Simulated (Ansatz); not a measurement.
# Pb (Fm-3m) in Ansatz: notebook

One crystal, Pb, is run at these levels: PBE, PBE+D4, BLYP+D4; tasks: single point, relaxation of cell and atoms.

Program: Ansatz 0.2.0. These are calculated values, not measurements. Logs are shortened: lines on timing, memory, paths and dates and some standing lists are left out, and cuts for length are marked.

## 1. The structure

It takes space group Fm-3m (No. 225, cubic). The conventional cell has a = 4.950 Å, b = 4.950 Å, c = 4.950 Å, α = 90.00°, β = 90.00°, γ = 90.00°. Around Pb (site symmetry m-3m) lie 12 Pb at 3.50 Å.

## 2. Single point, PBE

File input.yaml:

```yaml
crystal:
  lattice:
    - [0.0, 2.47502, 2.47502]
    - [2.47502, 0.0, 2.47502]
    - [2.47502, 2.47502, 0.0]
  atoms:
    - { symbol: Pb, position: [0.0, 0.0, 0.0] }
kpoints:
  mp_grid: { grid: [9, 9, 9] }
scf:
  occupations: { method: gaussian, width: 0.019 }
hamiltonian:
  xc: pbe
  pseudopotentials: { kind: all_electron, lapw: { basis_error: 0.001 } }
output:
  forces: true
  stress: true
  eigenvalues: true
```

Potentials or basis: all-electron LAPW, scalar-relativistic.

Command:

```console
> ansatz run input.yaml --threads 1 --pin off --max-ram 3072MiB --backend cpu --events-out ev --progress --plain --runs-dir out
```

Output:

```text
Warning: RAYON_NUM_THREADS=1 ignored (pool sized by the plan → 1); use --threads N
LAPW: plane waves up to 6.362 Å⁻¹, error target 1.0e-3 eV per atom; small_component_spin mean_spin; Pb in spheres of 1.750 Å, 36 of its electrons in bands, Dirac shells [] (how accurate: hamiltonian.pseudopotentials.lapw.basis_error, Limitations)
Engine: ansatz 0.2.0, x86_64-unknown-linux-gnu
Pseudopotentials: kind: all_electron
Pseudopotential: Pb, LAPW, valence charge 36, lapw/all_electron/scalar/gaussian/Pb, Koelling and Harmon's equation, gaussian nucleus
Functional definition: PBE
  parameter kappa = 0.804
  parameter beta = 0.06672455060314922
  exchange = pbe_x(kappa = kappa, mu = beta*pi^2/3)
  correlation = pbe_c(beta = beta)
Crystal: 1 atoms, lattice volume = 30.323 Å³
Basis set: ecut = 154.21153860156335 eV, 137 PW (Γ), exchange–correlation at level 2
Bands: 22, of which v1, the nominal top of the filled ones, is band 18 counted from 1 (17 counted from 0)
Symmetry: 48 space group operations
Space group: Fm-3m (ITA 225), of the structure as read, at distance tolerance 3.1e-5 Å
k-points: 35 of 729
Non-local potential: Pb, projectors of the file, none
Initial density: superposition of atomic densities (chi_scale 0.1, normalization cell)
Initial wavefunctions: plane waves of lowest kinetic energy (no species holds an atomic orbital)
Functional: x = pbe(κ = 0.804, μ = 0.2195149727645171), c = pbe(β = 0.06672455060314922)
iter 1 solved again at ethr=6.48e-6 eV; its pass at ethr=1.00e-1 eV (dr2=2.33e-3 eV) is discarded
SCF iter   1: F=—  HF=-568066.614392 eV  |F-HF|=—  |Δ(HF+E_count)|=         —  Δρ=3.21e-3  dr2=2.35e-3  ethr=6.48e-6  ⟨swp⟩=3.8  Hψ=5177  notcnv=0
preconditioner: auto → LDOS  [insulator: Δε(μ)=0.227 eV  Ē_g=19.764 eV  σ=0.019 eV  W_gap=0.54  n_scr=14 (ndim 8)  ℏωp=25.2 eV  f_vac=0.033  D(μ)=1.94/eV (n_scr^D=14)  ε∞_Penn≈2.6  β→1.0]
SCF iter   2: F=—  HF=-568066.608271 eV  |F-HF|=—  |Δ(HF+E_count)|=   6.12e-3  Δρ=2.16e-3  dr2=7.48e-4  ethr=6.48e-6  ⟨swp⟩=3.0  Hψ=2496  notcnv=0
SCF iter   3: F=—  HF=-568066.603332 eV  |F-HF|=—  |Δ(HF+E_count)|=   4.94e-3  Δρ=1.18e-3  dr2=2.67e-4  ethr=2.08e-6  ⟨swp⟩=3.0  Hψ=2484  notcnv=0
SCF iter   4: F=—  HF=-568066.603146 eV  |F-HF|=—  |Δ(HF+E_count)|=   1.85e-4  Δρ=4.88e-4  dr2=4.38e-5  ethr=7.42e-7  ⟨swp⟩=2.3  Hψ=2283  notcnv=0
iter 5 solved again at ethr=1.06e-8 eV; its pass at ethr=1.22e-7 eV (dr2=3.83e-6 eV) is discarded
SCF iter   5: F=—  HF=-568066.603181 eV  |F-HF|=—  |Δ(HF+E_count)|=   3.47e-5  Δρ=1.53e-4  dr2=3.83e-6  ethr=1.06e-8  ⟨swp⟩=2.0  Hψ=3884  notcnv=0
SCF iter   6: F=—  HF=-568066.603190 eV  |F-HF|=—  |Δ(HF+E_count)|=   9.07e-6  Δρ=3.16e-5  dr2=1.46e-7  ethr=1.06e-8  ⟨swp⟩=3.0  Hψ=2331  notcnv=0
SCF iter   7: F=-568066.603191 eV  HF=-568066.603191 eV  |F-HF|=2.91e-9  |Δ(HF+E_count)|=   3.79e-7  Δρ=3.32e-6  dr2=2.22e-9  ethr=4.07e-10  ⟨swp⟩=3.0  Hψ=2335  notcnv=0
SCF 1 converged in 7 iterations: F = -568066.603191 eV  dr2 = 2.22e-9
SCF converged after 7 iterations
Free energy (F): -568066.603191 eV
Harris-Foulkes:  -568066.603191 eV  (|F-HF|=2.91e-9)
Internal energy: -568066.602840 eV  (E = F + TS)
E sigma→0 (E₀):  -568066.603015 eV
Entropy (-TS):   -0.000351 eV (-0.351 meV/atom)
Fermi energy:    15.524458 eV
--- Per-component energies (eV) ---
  E_band       = -2196.143021
  E_kinetic    = 654971.659483
  E_xc         = -10580.678988
  E_electrostatic = -1212457.583335  (all electrons and nuclei)
  E_smearing   = -0.000351  (= −TS)
  E_closure    = 0.000000  (closes the sum)
  E_atoms      = -568063.043352  (free atoms, spherical and without spin; not in F)
  Σ components = -568066.603191   (vs F -568066.603191, Δ=0.00e0)
  Basis errors (estimates in eV, not in F): energy 2.1e-4 per atom: plane waves 2.0e-4 (1.0e-4 summed), levels above the bands 0.0e0, relativity 4.3e-8, radial functions 2.9e-6, core shells 1.0e-9; eigenvalues (radial functions only) 1.3e-5; not estimated: angular momenta, meshes, grids; target (lapw.basis_error) 1.0e-3; muffin-tin radii Pb 1.750 Å
--- Forces (eV/Å), atoms counted from 1 ---
  atom   1  Pb    -0.00000000     0.00000000     0.00000000
  max |Σ_I F_I| component: 3.29e-32 eV/Å
--- Stress (GPa, compression-positive) ---
        2.257867      -0.000000       0.000000
       -0.000000       2.257867      -0.000000
        0.000000      -0.000000       2.257867
  P = ⅓ Tr σ = 2.2579 GPa (22.579 kbar)
--- Band table (eV; the first three rows and the last of 35) ---
  k-point 0: bands = ["-123.9843", "-113.0155", "-113.0155", "-113.0155", "-113.0153", "-113.0153", "-113.0153", "-113.0151", "-65.8181", "-65.8181", "-65.8181", "-1.4212", "-1.4212", "-1.4212", "-1.2809", "-1.2809", "3.9149", "23.0818", "23.0818", "23.0818", "25.4136", "27.0166"]
  k-point 1: bands = ["-123.9843", "-113.0155", "-113.0155", "-113.0155", "-113.0153", "-113.0153", "-113.0153", "-113.0151", "-65.8184", "-65.8181", "-65.8181", "-1.4217", "-1.4047", "-1.4047", "-1.2810", "-1.2810", "4.1528", "20.7139", "22.7993", "22.7993", "25.0258", "27.9812"]
  k-point 2: bands = ["-123.9843", "-113.0155", "-113.0155", "-113.0155", "-113.0153", "-113.0153", "-113.0153", "-113.0151", "-65.8194", "-65.8183", "-65.8183", "-1.4269", "-1.3852", "-1.3852", "-1.2584", "-1.2584", "4.8649", "17.2468", "22.1995", "22.1995", "24.6863", "27.5109"]
  k-point 34: bands = ["-123.9843", "-113.0155", "-113.0155", "-113.0155", "-113.0153", "-113.0153", "-113.0153", "-113.0151", "-65.8205", "-65.8201", "-65.8193", "-1.4132", "-1.3995", "-1.3185", "-1.2280", "-1.1233", "8.8638", "13.8459", "14.7921", "16.4439", "25.9523", "27.0253"]
```

Wall time 3.3 s (1 thread of Intel Xeon Platinum 8375C at 2.90GHz (Ice Lake), shared host); peak memory 0.29 GiB.

What came out:

| Quantity | Value |
| --- | --- |
| Free energy | -568066.6032 eV |
| Pressure | 2.3 GPa |
| Band gap on the k mesh | none (metal or under the smearing width) |

Spin-orbit coupling is left out, which matters for the levels of Pb.

## 3. Single point, PBE

input.yaml: that of step 2 with these lines changed.

```diff
@@ -10,3 +10,3 @@
 scf:
-  occupations: { method: gaussian, width: 0.019 }
+  occupations: { method: gaussian, width: 0.013 }
 hamiltonian:
```

Potentials or basis: all-electron LAPW, scalar-relativistic.

Command:

```console
> ansatz run input.yaml --threads 1 --pin off --max-ram 3072MiB --backend cpu --events-out ev --progress --plain --runs-dir out
```

Output:

```text
Warning: RAYON_NUM_THREADS=1 ignored (pool sized by the plan → 1); use --threads N
LAPW: plane waves up to 6.362 Å⁻¹, error target 1.0e-3 eV per atom; small_component_spin mean_spin; Pb in spheres of 1.750 Å, 36 of its electrons in bands, Dirac shells [] (how accurate: hamiltonian.pseudopotentials.lapw.basis_error, Limitations)
[... 6 set-up lines as earlier in the session ...]
[... 39 lines left out ...]
  Basis errors (estimates in eV, not in F): energy 2.1e-4 per atom: plane waves 2.0e-4 (1.0e-4 summed), levels above the bands 0.0e0, relativity 4.3e-8, radial functions 2.9e-6, core shells 1.0e-9; eigenvalues (radial functions only) 1.3e-5; not estimated: angular momenta, meshes, grids; target (lapw.basis_error) 1.0e-3; muffin-tin radii Pb 1.750 Å
--- Forces (eV/Å), atoms counted from 1 ---
  atom   1  Pb     0.00000000    -0.00000000     0.00000000
  max |Σ_I F_I| component: 6.57e-32 eV/Å
--- Stress (GPa, compression-positive) ---
        2.257858      -0.000000      -0.000000
       -0.000000       2.257858       0.000000
       -0.000000       0.000000       2.257858
  P = ⅓ Tr σ = 2.2579 GPa (22.579 kbar)
--- Band table (eV; the first three rows and the last of 35) ---
  k-point 0: bands = ["-123.9843", "-113.0155", "-113.0155", "-113.0155", "-113.0153", "-113.0153", "-113.0153", "-113.0151", "-65.8181", "-65.8181", "-65.8181", "-1.4212", "-1.4212", "-1.4212", "-1.2809", "-1.2809", "3.9149", "23.0818", "23.0818", "23.0818", "25.4136", "27.0165"]
  k-point 1: bands = ["-123.9843", "-113.0155", "-113.0155", "-113.0155", "-113.0153", "-113.0153", "-113.0153", "-113.0151", "-65.8184", "-65.8181", "-65.8181", "-1.4217", "-1.4047", "-1.4047", "-1.2810", "-1.2810", "4.1528", "20.7139", "22.7993", "22.7993", "25.0258", "27.9812"]
  k-point 2: bands = ["-123.9843", "-113.0155", "-113.0155", "-113.0155", "-113.0153", "-113.0153", "-113.0153", "-113.0151", "-65.8194", "-65.8183", "-65.8183", "-1.4269", "-1.3852", "-1.3852", "-1.2584", "-1.2584", "4.8649", "17.2468", "22.1995", "22.1995", "24.6863", "27.5109"]
  k-point 34: bands = ["-123.9843", "-113.0155", "-113.0155", "-113.0155", "-113.0153", "-113.0153", "-113.0153", "-113.0151", "-65.8205", "-65.8201", "-65.8193", "-1.4132", "-1.3995", "-1.3185", "-1.2280", "-1.1233", "8.8638", "13.8459", "14.7921", "16.4439", "25.9523", "27.0253"]
```

Wall time 3.3 s (1 thread of Intel Xeon Platinum 8375C at 2.90GHz (Ice Lake), shared host); peak memory 0.29 GiB.

Results:

* Free energy: -568066.6031 eV
* Pressure: 2.3 GPa
* Band gap on the k mesh: none (metal or under the smearing width)

The run has no spin-orbit coupling, so splittings on Pb are missing.

## 4. Single point, PBE

input.yaml: that of step 3 with these lines changed.

```diff
@@ -10,3 +10,3 @@
 scf:
-  occupations: { method: gaussian, width: 0.013 }
+  occupations: { method: gaussian, width: 0.011 }
 hamiltonian:
```

Potentials or basis: all-electron LAPW, scalar-relativistic.

Command:

```console
> ansatz run input.yaml --threads 1 --pin off --max-ram 3072MiB --backend cpu --events-out ev --progress --plain --runs-dir out
```

Output:

```text
Warning: RAYON_NUM_THREADS=1 ignored (pool sized by the plan → 1); use --threads N
LAPW: plane waves up to 6.362 Å⁻¹, error target 1.0e-3 eV per atom; small_component_spin mean_spin; Pb in spheres of 1.750 Å, 36 of its electrons in bands, Dirac shells [] (how accurate: hamiltonian.pseudopotentials.lapw.basis_error, Limitations)
[... 6 set-up lines as earlier in the session ...]
[... 39 lines left out ...]
  Basis errors (estimates in eV, not in F): energy 2.1e-4 per atom: plane waves 2.0e-4 (1.0e-4 summed), levels above the bands 0.0e0, relativity 4.2e-8, radial functions 2.9e-6, core shells 1.0e-9; eigenvalues (radial functions only) 1.3e-5; not estimated: angular momenta, meshes, grids; target (lapw.basis_error) 1.0e-3; muffin-tin radii Pb 1.750 Å
--- Forces (eV/Å), atoms counted from 1 ---
  atom   1  Pb    -0.00000000     0.00000000     0.00000000
  max |Σ_I F_I| component: 1.40e-31 eV/Å
--- Stress (GPa, compression-positive) ---
        2.257852      -0.000000      -0.000000
       -0.000000       2.257852      -0.000000
       -0.000000      -0.000000       2.257852
  P = ⅓ Tr σ = 2.2579 GPa (22.579 kbar)
--- Band table (eV; the first three rows and the last of 35) ---
  k-point 0: bands = ["-123.9843", "-113.0155", "-113.0155", "-113.0155", "-113.0154", "-113.0154", "-113.0154", "-113.0151", "-65.8181", "-65.8181", "-65.8181", "-1.4212", "-1.4212", "-1.4212", "-1.2809", "-1.2809", "3.9149", "23.0818", "23.0818", "23.0818", "25.4136", "27.0165"]
  k-point 1: bands = ["-123.9843", "-113.0155", "-113.0155", "-113.0155", "-113.0154", "-113.0154", "-113.0154", "-113.0151", "-65.8184", "-65.8181", "-65.8181", "-1.4217", "-1.4047", "-1.4047", "-1.2810", "-1.2810", "4.1528", "20.7139", "22.7993", "22.7993", "25.0258", "27.9812"]
  k-point 2: bands = ["-123.9843", "-113.0155", "-113.0155", "-113.0155", "-113.0154", "-113.0154", "-113.0154", "-113.0151", "-65.8194", "-65.8183", "-65.8183", "-1.4269", "-1.3852", "-1.3852", "-1.2584", "-1.2584", "4.8649", "17.2468", "22.1995", "22.1995", "24.6863", "27.5109"]
  k-point 34: bands = ["-123.9843", "-113.0155", "-113.0155", "-113.0155", "-113.0154", "-113.0154", "-113.0154", "-113.0151", "-65.8205", "-65.8201", "-65.8193", "-1.4132", "-1.3995", "-1.3185", "-1.2279", "-1.1233", "8.8638", "13.8459", "14.7921", "16.4439", "25.9523", "27.0253"]
```

Run time: 3.3 s. Hardware: 1 thread of Intel Xeon Platinum 8375C at 2.90GHz (Ice Lake), shared host; peak memory 0.29 GiB.

What came out:

```
Free energy            : -568066.6030 eV
Pressure               : 2.3 GPa
Band gap on the k mesh : none (metal or under the smearing width)
```

Levels at points of the mesh, in eV from the Fermi level:
```
           k point  band 16  band 17  band 18  band 19  band 20  band 21
(0.00, 0.00, 0.00)   -16.81   -11.61     7.56     7.56     7.56     9.89
```

Spin-orbit coupling is left out, which matters for the levels of Pb.

## 5. Relaxation of cell and atoms, PBE+D4

input.yaml: that of step 4 with these lines changed.

```diff
@@ -10,5 +10,6 @@
 scf:
-  occupations: { method: gaussian, width: 0.011 }
+  occupations: { method: fermi_dirac, width: 0.05 }
 hamiltonian:
   xc: pbe
+  dispersion: d4
   pseudopotentials: { kind: all_electron, lapw: { basis_error: 0.001 } }
@@ -17,2 +18,5 @@
   stress: true
-  eigenvalues: true
+relax:
+  f_tol: 0.005
+  max_steps: 60
+  cell: {}
```

Potentials or basis: all-electron LAPW, scalar-relativistic.

Command:

```console
> ansatz run input.yaml --threads 1 --pin off --max-ram 3072MiB --backend cpu --events-out ev --progress --plain --runs-dir out
```

Output:

```text
Warning: RAYON_NUM_THREADS=1 ignored (pool sized by the plan → 1); use --threads N
The last accepted step is kept in <dir> (removed where the run ends without a failure and the disk answers)
LAPW: plane waves up to 6.618 Å⁻¹, error target 1.0e-3 eV per atom; small_component_spin mean_spin; Pb in spheres of 1.698 Å, 36 of its electrons in bands, Dirac shells [] (how accurate: hamiltonian.pseudopotentials.lapw.basis_error, Limitations)
[... 8 set-up lines as earlier in the session ...]
Crystal: 1 atoms, lattice volume = 30.323 Å³
Basis set: ecut = 166.84791158479584 eV, 169 PW (Γ), exchange–correlation at level 2
Bands: 22, of which v1, the nominal top of the filled ones, is band 18 counted from 1 (17 counted from 0)
[... 2 set-up lines as earlier in the session ...]
k-points: 35 of 729
[... 3 set-up lines as earlier in the session ...]
[... 25 lines left out ...]
SCF 3 converged in 2 iterations: F = -568067.036261 eV  dr2 = 2.86e-9
relax step   3: F+E_penalty+E_count = -568067.03626117 eV  Δ(F+E_penalty+E_count) = -1.088e-7 eV  max|allowed force component| = 0.000e0 eV/Å  Δτ_max = 0.0000 Å  P = -0.007 GPa  Ω = 30.391 Å³  stress off target by 7.12e-3 GPa  SCF on the basis re-selected at this cell (its energy is not comparable with the rows above)  (2 SCF iters)
basis re-selected at this cell: Δ(F+E_penalty+E_count) = -1.088e-7 eV, ΔP = +0.000 GPa vs the last step (what re-selecting the basis moved, after the strain that the cell walked since its last selection, with what the two solves' SCF thresholds leave and, on support functions, any second-order correction that the steps lacked; it is no measure of the basis error at this ecutwfc). This SCF's stress stands 7.12e-3 GPa from its target on what of the cell is left free (relax.cell.stress_tol is 5.00e-2 GPa) and its largest allowed force component is 0.00e0 eV/Å (relax.f_tol is 5.00e-3 eV/Å): within both
SCF converged after 2 iterations
Free energy (F): -568067.036261 eV
Harris-Foulkes:  -568067.036261 eV  (|F-HF|=3.38e-9)
Internal energy: -568067.033144 eV  (E = F + TS)
E sigma→0 (E₀):  -568067.034702 eV
Entropy (-TS):   -0.003117 eV (-3.117 meV/atom)
Fermi energy:    15.477219 eV
--- Per-component energies (eV) ---
  E_band       = -2197.672787
  E_kinetic    = 654971.608629
  E_xc         = -10580.663207
  E_electrostatic = -1212457.548488  (all electrons and nuclei)
  E_disp       = -0.430078  (pairwise vdW)
  E_smearing   = -0.003117  (= −TS)
  E_closure    = 0.000000  (closes the sum)
  E_atoms      = -568063.043352  (free atoms, spherical and without spin; not in F)
  Σ components = -568067.036261   (vs F -568067.036261, Δ=0.00e0)
  Basis errors (estimates in eV, not in F): energy 2.1e-4 per atom: plane waves 2.1e-4 (1.1e-4 summed), levels above the bands 6.1e-61, relativity 4.4e-8, radial functions 8.8e-7, core shells 2.8e-9; eigenvalues (radial functions only) 7.4e-6; not estimated: angular momenta, meshes, grids; target (lapw.basis_error) 1.0e-3; muffin-tin radii Pb 1.699 Å
--- Forces (eV/Å), atoms counted from 1 ---
  atom   1  Pb    -0.00000000     0.00000000    -0.00000000
  max |Σ_I F_I| component: 1.07e-31 eV/Å
--- Stress (GPa, compression-positive) ---
       -0.007125       0.000000       0.000000
        0.000000      -0.007125       0.000000
        0.000000       0.000000      -0.007125
  P = ⅓ Tr σ = -0.0071 GPa (-0.071 kbar)
--- Relaxed structure (2 steps of the walk, 2 accepted, 1 SCFs on fresh bases) ---
  F+E_penalty+E_count = -568067.03626117 eV   max|allowed force component| = 0.000e0 eV/Å   (the final SCF, on the basis selected at the relaxed cell)
  cell:  # Å, volume = 30.3906 Å³
    - [-1.2738430082238973e-34, 2.476870017169268, 2.476870017169268]
    - [2.476870017169268, -2.5476860164477946e-34, 2.476870017169268]
    - [2.476870017169268, 2.476870017169268, -1.7833802115134564e-34]
  atoms:
    - { symbol: Pb, position: [0.0, 0.0, 0.0] }
```

Run time: 5.5 s. Hardware: 1 thread of Intel Xeon Platinum 8375C at 2.90GHz (Ice Lake), shared host; peak memory 0.28 GiB.

What came out:

```
Free energy                            : -568067.0363 eV
Relaxed volume                         : 30.39 Å³/atom
Relaxed cell                           : a = 3.503 Å, b = 3.503 Å, c = 3.503 Å, α = 60.00°, β = 60.00°, γ = 60.00°
Space group after relaxing (to 0.05 Å) : Fm-3m (No. 225)
Energy gained by relaxing              : 0.0 meV/atom
Ionic steps                            : 3
Pressure after relaxing                : 0.0 GPa
```

Final structure:
```cif
data_structure
_symmetry_space_group_name_H-M 'P 1'
_symmetry_Int_Tables_number 1
_cell_length_a 3.5028
_cell_length_b 3.5028
_cell_length_c 3.5028
_cell_angle_alpha 60.000
_cell_angle_beta 60.000
_cell_angle_gamma 60.000
_cell_volume 30.39
loop_
_atom_site_label
_atom_site_type_symbol
_atom_site_fract_x
_atom_site_fract_y
_atom_site_fract_z
_atom_site_occupancy
Pb1 Pb 0.00000 0.00000 0.00000 1
```

The run has no spin-orbit coupling, so splittings on Pb are missing.

## 6. Relaxation of cell and atoms, BLYP+D4

input.yaml: that of step 5 with these lines changed.

```diff
@@ -12,3 +12,3 @@
 hamiltonian:
-  xc: pbe
+  xc: blyp
   dispersion: d4
@@ -19,3 +19,3 @@
 relax:
-  f_tol: 0.005
+  f_tol: 0.01
   max_steps: 60
```

Potentials or basis: all-electron LAPW, scalar-relativistic.

Command:

```console
> ansatz run input.yaml --threads 1 --pin off --max-ram 3072MiB --backend cpu --events-out ev --progress --plain --runs-dir out
```

It took 6.7 s on 1 thread of Intel Xeon Platinum 8375C at 2.90GHz (Ice Lake), shared host; peak memory 0.3 GiB.

The run converged. Its results:

```yaml
Free_energy: -568095.5818 eV
Relaxed_volume: 31.58 Å³/atom
Relaxed_cell: a = 3.548 Å, b = 3.548 Å, c = 3.548 Å, α = 60.00°, β = 60.00°, γ = 60.00°
Space_group_after_relaxing_to_0.05_Å: Fm-3m (No. 225)
Energy_gained_by_relaxing: 6.6 meV/atom
Ionic_steps: 3
Pressure_after_relaxing: 0.0 GPa
```

Step by step:
```csv
step,energy change (eV),largest force (eV/Å),volume (Å³)
1,0.0000,0.0000,30.32
2,-0.0066,0.0000,31.58
3,-0.0066,0.0000,31.58
```

Final structure:
```cif
data_structure
_symmetry_space_group_name_H-M 'P 1'
_symmetry_Int_Tables_number 1
_cell_length_a 3.5478
_cell_length_b 3.5478
_cell_length_c 3.5478
_cell_angle_alpha 60.000
_cell_angle_beta 60.000
_cell_angle_gamma 60.000
_cell_volume 31.58
loop_
_atom_site_label
_atom_site_type_symbol
_atom_site_fract_x
_atom_site_fract_y
_atom_site_fract_z
_atom_site_occupancy
Pb1 Pb 0.00000 0.00000 0.00000 1
```

## 7. Overview

```csv
task,level,cell,cutoff (eV),smearing,gap on the mesh (eV),pressure (GPa),relaxed volume (Å³/atom)
single point,PBE,as given,154,gaussian 0.019 eV,none,2.3,-
single point,PBE,as given,154,gaussian 0.013 eV,none,2.3,-
single point,PBE,as given,154,gaussian 0.011 eV,none,2.3,-
relaxation of cell and atoms,PBE+D4,relaxed,-,fermi-dirac 0.05 eV,-,0.0,30.39
relaxation of cell and atoms,BLYP+D4,relaxed,-,fermi-dirac 0.05 eV,-,0.0,31.58
```

Alike in all rows: potentials or basis all-electron LAPW, scalar-relativistic; no spin polarisation; k mesh 9 × 9 × 9; basis error allowed 0.001 eV/atom.

Every run on the cell as given and a fine mesh finds a metal.

Compare energies only between runs with the same functional and basis.

## 8. Comparison with measurements

Step 5. The cell as given is a measured one (30.32 Å³/atom); PBE+D4 puts the equilibrium volume +0.2 % from it, thermal expansion not counted.

Step 6. The cell as given is a measured one (30.32 Å³/atom); BLYP+D4 puts the equilibrium volume +4.1 % from it, thermal expansion not counted.
